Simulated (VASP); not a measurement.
Input of a VASP 6.6.1 run:

File INCAR:

```
ALGO     = Normal         # electronic algorithm
EDIFF    = 1E-6           # SCF threshold, eV
ENCUT    = 520            # plane-wave cutoff, eV
GGA      = PE             # functional
ICORELEVEL= 1            
ISIF     = 2              # what is computed and relaxed
ISMEAR   = 0              # smearing method
KPAR     = 2            
LASPH    = True           # aspherical terms in the spheres
LCHARG   = False          # write CHGCAR
LMAXMIX  = 4              # l up to which the mixer works
LREAL    = False          # projectors in reciprocal space
LWAVE    = False          # write WAVECAR
NBANDS   = 35             # bands
NELM     = 80             # most SCF steps
PREC     = Accurate       # precision mode
SIGMA    = 0.03           # smearing width, eV
```

KPOINTS

```
k-points
0
Gamma
  12 12 3
```

The input POSCAR:

```
WS2                                     
1.0
    3.1881147157     -0.0000000000      0.0000000000
   -1.5940573578      2.7609883299      0.0000000000
    0.0000000000     -0.0000000000     14.5186933442
  W               S             
     2     4
Direct
     0.3333333300000021    0.6666666699999979    0.2500000000000000
     0.6666666699999979    0.3333333300000021    0.7500000000000000
     0.3333333300000021    0.6666666699999979    0.6418046573578348
     0.6666666699999979    0.3333333300000021    0.1418046573578346
     0.3333333300000021    0.6666666699999979    0.8581953426421652
     0.6666666699999979    0.3333333300000021    0.3581953426421653
```

File KPOINTS_OPT:

```
explicit points
141
Reciprocal
 0.0000000000  0.0000000000  0.0000000000 1
 0.0357142857  0.0000000000  0.0000000000 1
 0.0714285714  0.0000000000  0.0000000000 1
 0.1071428571  0.0000000000  0.0000000000 1
 0.1428571429  0.0000000000  0.0000000000 1
 0.1785714286  0.0000000000  0.0000000000 1
[... 133 lines left out ...]
 0.5000000000  0.0000000000  0.5000000000 1
 0.5000000000  0.0000000000  0.0000000000 1
```

Potentials or basis: VASP PAW PBE potentials, release 64 (W_sv, S).

Run with:

```console
$ cat potpaw_PBE.64/W_sv/POTCAR potpaw_PBE.64/S/POTCAR > POTCAR
$ mpirun -np 2 vasp_std > vasp.out
```

Problem. Estimate the band gap along the path.

Solution. 1.60 eV, indirect (least direct gap 1.79 eV).

Problem. Estimate the largest force.

Solution. 0.003 eV/Å.

Problem. What does it give for the pressure?

Solution. 0.0 GPa.

Levels at the corners of the path, in eV from the valence-band top:
```csv
point,band 22,band 23,band 24,band 25,band 26,band 27,band 28,band 29,band 30,band 31
Γ,-1.83,-1.83,-1.83,-0.48,0.00,2.66,2.66,2.66,2.66,2.80
M,-2.35,-1.50,-1.48,-1.15,-1.13,2.62,2.62,3.03,3.10,3.68
M,-2.35,-1.50,-1.48,-1.15,-1.13,2.62,2.62,3.03,3.10,3.68
K,-3.45,-2.60,-2.60,-0.23,-0.20,1.60,1.60,2.98,3.27,3.79
K,-3.45,-2.60,-2.60,-0.23,-0.20,1.60,1.60,2.98,3.27,3.79
Γ,-1.83,-1.83,-1.83,-0.48,0.00,2.66,2.66,2.66,2.66,2.80
Γ,-1.83,-1.83,-1.83,-0.48,0.00,2.66,2.66,2.66,2.66,2.80
A,-1.83,-1.83,-1.83,-0.20,-0.20,2.66,2.66,2.66,2.66,2.81
A,-1.83,-1.83,-1.83,-0.20,-0.20,2.66,2.66,2.66,2.66,2.81
L,-2.35,-1.49,-1.49,-1.14,-1.14,2.62,2.62,3.07,3.07,3.82
L,-2.35,-1.49,-1.49,-1.14,-1.14,2.62,2.62,3.07,3.07,3.82
H,-3.44,-2.60,-2.60,-0.21,-0.21,1.60,1.60,3.12,3.12,3.79
H,-3.44,-2.60,-2.60,-0.21,-0.21,1.60,1.60,3.12,3.12,3.79
A,-1.83,-1.83,-1.83,-0.20,-0.20,2.66,2.66,2.66,2.66,2.81
L,-2.35,-1.49,-1.49,-1.14,-1.14,2.62,2.62,3.07,3.07,3.82
M,-2.35,-1.50,-1.48,-1.15,-1.13,2.62,2.62,3.03,3.10,3.68
K,-3.45,-2.60,-2.60,-0.23,-0.20,1.60,1.60,2.98,3.27,3.79
H,-3.44,-2.60,-2.60,-0.21,-0.21,1.60,1.60,3.12,3.12,3.79
```

Caveat: spin-orbit coupling is left out, which moves the levels of the heavy elements; this functional lacks dispersion, which binds the layers, so the pressure and a relaxed spacing across them are unreliable.
